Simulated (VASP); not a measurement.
# BN (F-43m) in VASP: Born charges and dielectric tensor with PBE

Aim: the Born charges and dielectric tensor of BN with PBE.

Everything below comes from runs of VASP 6.6.1. Logs are shortened: lines on timing, memory, paths and dates and some standing lists are left out, and cuts for length are marked.

**Measured values to compare with.**

From a printed reference work, monograph, for a bulk crystal of BN at 300 K: band gap 6.4 eV (indirect).

How close the calculation comes is told below.

## Step 1: Starting point

Symmetry: F-43m, No. 216, cubic system. Conventional cell: a = 3.625 Å, b = 3.625 Å, c = 3.625 Å, α = 90.00°, β = 90.00°, γ = 90.00°. B (site symmetry -43m) has 4 N at 1.57 Å as nearest neighbours. N (site symmetry -43m) has 4 B at 1.57 Å as nearest neighbours.

## Step 2: Born charges and dielectric tensor, PBE

Input file INCAR:

```
SYSTEM = BN
ALGO     = Fast           ! electronic algorithm
EDIFF    = 1E-8           ! SCF threshold, eV
ENCUT    = 520            ! plane-wave cutoff, eV
GGA      = PE             ! functional
IBRION   = 8              ! ionic algorithm
ISIF     = 2              ! what is computed and relaxed
ISMEAR   = 0              ! smearing method
LASPH    = .True.         ! aspherical terms in the spheres
LCHARG   = .False.        ! write CHGCAR
LEPSILON = .True.         ! dielectric tensor by DFPT
LREAL    = .False.        ! projectors in reciprocal space
LWAVE    = .False.        ! write WAVECAR
NELM     = 80             ! most SCF steps
NSW      = 1              ! ionic steps
PREC     = Accurate       ! precision mode
SIGMA    = 0.02           ! smearing width, eV
```

Input file KPOINTS:

```
k-points
0
Gamma
  20 20 20
  0 0 0
```

Input file POSCAR:

```
BN                                      
1.0
    0.0000000000      1.8127154490      1.8127154490
    1.8127154490      0.0000000000      1.8127154490
    1.8127154490      1.8127154490      0.0000000000
  B               N             
     1     1
Direct
     0.0000000000000000    0.0000000000000000    0.0000000000000000
     0.2500000000000000    0.2500000000000000    0.2500000000000000
```

Potentials or basis: VASP PAW PBE potentials, release 64 (B, N).

Run with:

```sh
> cat potpaw_PBE.64/B/POTCAR potpaw_PBE.64/N/POTCAR > POTCAR
> mpirun -np 1 vasp_std > vasp.out
```

OUTCAR:

```text
SYSTEM = BN
   EDIFF = 1E-8
   ENCUT = 520
   GGA = PE
   IBRION = 8
   ISIF = 2
   ISMEAR = 0
   LASPH = .True.
   LEPSILON = .True.
   LREAL = .False.
   NELM = 80
   NSW = 1
   PREC = Accurate

 ion  position               nearest neighbor table
   1  0.000  0.000  0.000-   2 1.57   2 1.57   2 1.57   2 1.57
   2  0.250  0.250  0.250-   1 1.57   1 1.57   1 1.57   1 1.57

  LATTYP: Found a face centered cubic cell.
 ALAT       =     3.6254308980

  Lattice vectors:

 A1 = (   0.0000000000,   1.8127154490,   1.8127154490)
 A2 = (   1.8127154490,   0.0000000000,   1.8127154490)
 A3 = (   1.8127154490,   1.8127154490,   0.0000000000)

Analysis of symmetry for initial positions (statically):
=====================================================================
 Subroutine PRICEL returns:
 Original cell was already a primitive cell.

 Routine SETGRP: Setting up the symmetry group for a
 face centered cubic supercell.

 Subroutine GETGRP returns: Found 24 space group operations
 (whereof 24 operations were pure point group operations)
 out of a pool of 48 trial point group operations.

The static configuration has the point symmetry T_d .

Analysis of symmetry for dynamics (positions and initial velocities):
=====================================================================
 Subroutine PRICEL returns:
 Original cell was already a primitive cell.

 Routine SETGRP: Setting up the symmetry group for a
 face centered cubic supercell.

 Subroutine GETGRP returns: Found 24 space group operations
 (whereof 24 operations were pure point group operations)
 out of a pool of 48 trial point group operations.

The dynamic configuration has the point symmetry T_d .

 Subroutine INISYM returns: Found 24 space group operations
 (whereof 24 operations are pure point group operations),
 and found     1 'primitive' translations

----------------------------------------------------------------------------------------

                                     Primitive cell

  volume of cell :      11.9129

  direct lattice vectors                    reciprocal lattice vectors
     0.000000000  1.812715449  1.812715449    -0.275829282  0.275829282  0.275829282
     1.812715449  0.000000000  1.812715449     0.275829282 -0.275829282  0.275829282
     1.812715449  1.812715449  0.000000000     0.275829282  0.275829282 -0.275829282

  length of vectors
     2.563566773  2.563566773  2.563566773     0.477750330  0.477750330  0.477750330

  position of ions in fractional coordinates (direct lattice)
     0.000000000  0.000000000  0.000000000
     0.250000000  0.250000000  0.250000000

  ion indices of the primitive-cell ions
   primitive index   ion index
                 1           1
                 2           2

----------------------------------------------------------------------------------------

 KPOINTS: k-points

Automatic generation of k-mesh.
 Grid dimensions read from file:
 generate k-points for:   20   20   20

 Generating k-lattice:

  Cartesian coordinates                     Fractional coordinates (reciprocal lattice)
    -0.013791464  0.013791464  0.013791464     0.050000000  0.000000000  0.000000000
[... 414 lines left out ...]
  ---------------------------------------------------
  free energy    TOTEN  =        -0.12876489 eV

  energy without entropy =       -0.12876489

------------------------ aborting loop because EDIFF is reached ----------------------------------------

--------------------------------------- Ionic step        2  -------------------------------------------

------------------------ aborting loop because EDIFF is reached ----------------------------------------

--------------------------------------- Ionic step        3  -------------------------------------------

------------------------ aborting loop because EDIFF is reached ----------------------------------------

 PIEZOELECTRIC TENSOR FIELD DIRECTION 3  (e Angst)
 -----------------------------------------------------------------------------
    -0.00035 -0.77195  0.00000           ( -0.00000 -0.00446  0.00000)
    -0.77195 -0.00035  0.00000           ( -0.00446 -0.00000  0.00000)
     0.00000  0.00000  0.00029           (  0.00000  0.00000 -0.00000)

 PIEZOELECTRIC TENSOR FIELD DIRECTION 3  (C/m^2)
 -----------------------------------------------------------------------------
    -0.00047 -1.03820  0.00000
    -1.03820 -0.00047  0.00000
     0.00000  0.00000  0.00039

--------------------------------------- Ionic step        4  -------------------------------------------

------------------------ aborting loop because EDIFF is reached ----------------------------------------

[... ionic steps 5 to 6 ...]

--------------------------------------- Ionic step        7  -------------------------------------------

 Free energy of the ion-electron system (eV)
  ---------------------------------------------------
  ---------------------------------------------------
  free energy    TOTEN  =        -0.23073466 eV

  energy without entropy =       -0.23073466

------------------------ aborting loop because EDIFF is reached ----------------------------------------

 INTERNAL STRAIN TENSOR  FOR ION    2  DIRECTION 1   (eV/Angst):
 -----------------------------------------------------------------------------
    -0.00571  0.00000  0.00000
     0.00000  0.00344 -1.44484
     0.00000 -1.44484  0.00344

 MACROSCOPIC STATIC DIELECTRIC TENSOR (including local field effects in DFT)
 ------------------------------------------------------
           4.614406     0.000000     0.000000
           0.000000     4.614406     0.000000
           0.000000     0.000000     4.614406
 ------------------------------------------------------

 PIEZOELECTRIC TENSOR (including local field effects)  for field in x, y, z        (e  Angst)
          XX          YY          ZZ          XY          YZ          ZX
  --------------------------------------------------------------------------------
  x     0.00000    -0.00000    -0.00000     0.00000    -0.77210     0.00000
  y     0.00000    -0.00000    -0.00000     0.00000     0.00000    -0.77210
  z    -0.00000    -0.00000     0.00000    -0.77210     0.00000     0.00000

 PIEZOELECTRIC TENSOR (including local field effects)  for field in x, y, z        (C/m^2)
          XX          YY          ZZ          XY          YZ          ZX
  --------------------------------------------------------------------------------
  x     0.00000    -0.00000    -0.00000     0.00000    -1.03840     0.00000
  y     0.00000    -0.00000    -0.00000     0.00000     0.00000    -1.03840
  z    -0.00000    -0.00000     0.00000    -1.03840     0.00000     0.00000

 BORN EFFECTIVE CHARGES (including local field effects) (in |e|, cummulative output)
 ---------------------------------------------------------------------------------
 ion    1
    1     1.91138     0.00000    -0.00000
    2     0.00000     1.91138     0.00000
    3    -0.00000    -0.00000     1.91138
 ion    2
    1    -1.91138     0.00000     0.00000
    2     0.00000    -1.91138     0.00000
    3     0.00000     0.00000    -1.91138

 INTERNAL STRAIN TENSOR FOR ION    2 for displacements in x,y,z  (eV/Angst):
          X           Y           Z          XY          YZ          ZX
  --------------------------------------------------------------------------------
  x    -0.00000    -0.00000     0.00000     0.00000    -1.44484     0.00000
  y    -0.00000     0.00000     0.00000     0.00000     0.00000    -1.44484
  z     0.00000    -0.00000     0.00000    -1.44484     0.00000     0.00000

 SECOND DERIVATIVES (NOT SYMMETRIZED)
 ------------------------------------
               1X          1Y          1Z          2X          2Y          2Z
  1X   -23.735051    0.000000    0.000000   23.735051    0.000000    0.000000
  1Y     0.000000  -23.735051    0.000000    0.000000   23.735051    0.000000
  1Z     0.000000    0.000000  -23.735051    0.000000    0.000000   23.735051
  2X    23.737190    0.000000    0.000000  -23.737190    0.000000    0.000000
  2Y     0.000000   23.737190    0.000000    0.000000  -23.737190    0.000000
  2Z     0.000000    0.000000   23.737190    0.000000    0.000000  -23.737190

 Eigenvectors and eigenvalues of the dynamical matrix
 ----------------------------------------------------

   1 f  =   30.837045 THz   193.754870 2PiTHz 1028.613112 cm-1   127.531715 meV
             X         Y         Z           dx          dy          dz
      0.000000  0.000000  0.000000    -0.751173    0.000000    0.000000
      0.906358  0.906358  0.906358     0.660105    0.000000    0.000000
[... 21 lines left out ...]
   6 f/i=    0.000689 THz     0.004329 2PiTHz    0.022980 cm-1     0.002849 meV
             X         Y         Z           dx          dy          dz
      0.000000  0.000000  0.000000     0.000000   -0.403200   -0.522655
      0.906358  0.906358  0.906358     0.000000   -0.458826   -0.594761

--------------------------------------------------------------------------------------------------------

 MACROSCOPIC STATIC DIELECTRIC TENSOR IONIC CONTRIBUTION
 ------------------------------------------------------
           2.337925     0.000000    -0.000000
           0.000000     2.337925    -0.000000
          -0.000000    -0.000000     2.337925
 ------------------------------------------------------

 ELASTIC MODULI CONTR FROM IONIC RELAXATION (kBar)
 Direction    XX          YY          ZZ          XY          YZ          ZX
 --------------------------------------------------------------------------------
 XX          -0.0000      0.0000      0.0000      0.0000     -0.0000     -0.0000
 YY           0.0000     -0.0000     -0.0000     -0.0000     -0.0000      0.0000
 ZZ           0.0000     -0.0000     -0.0000      0.0000      0.0000      0.0000
 XY           0.0000     -0.0000      0.0000    -10.4775      0.0000      0.0000
 YZ          -0.0000     -0.0000      0.0000      0.0000    -10.4775      0.0000
 ZX          -0.0000      0.0000      0.0000      0.0000      0.0000    -10.4775
 --------------------------------------------------------------------------------

 PIEZOELECTRIC TENSOR IONIC CONTR  for field in x, y, z        (C/m^2)
          XX          YY          ZZ          XY          YZ          ZX
  --------------------------------------------------------------------------------
  x     0.00000     0.00000    -0.00000    -0.00000     0.14727     0.00000
  y     0.00000    -0.00000    -0.00000     0.00000     0.00000     0.14727
  z    -0.00000     0.00000    -0.00000     0.14727    -0.00000    -0.00000
```

Wall time 4.2 min (1 thread of Intel Xeon 6975P-C (Granite Rapids), shared host); peak memory 0.38 GiB.

Results:

| Quantity | Value |
| --- | --- |
| Band gap on the k mesh | 4.45 eV, indirect (least direct gap 8.78 eV) |
| Electronic dielectric tensor (diagonal) | 4.61 |
| Born charges (mean of the diagonal) | B +1.91; N -1.91 e |
| Highest phonon frequency at Γ, LO-TO splitting left out | 1029 cm⁻¹ |

Phonon frequencies in cm⁻¹ (negative: imaginary):
| q point | frequencies |
| --- | --- |
| (0.000, 0.000, 0.000) | 0 0 0 1029 1029 1029 |

Electronic dielectric tensor:
```
4.61 0.00 0.00
0.00 4.61 0.00
0.00 0.00 4.61
```

Born effective charge tensors (e):
atom 1, B
```
1.91 0.00 0.00
0.00 1.91 0.00
0.00 0.00 1.91
```
atom 2, N
```
-1.91  0.00  0.00
 0.00 -1.91  0.00
 0.00  0.00 -1.91
```

## Step 3: Against experiment

Step 2. A measured gap of BN is 6.4 eV (indirect; 300 K; a printed reference work, monograph); the calculated 4.45 eV misses it by -1.95 eV. The value is that of PBE on a finite k mesh, which can miss the band edges, without temperature or zero-point motion. Semilocal functionals fall short of measured gaps as a rule.
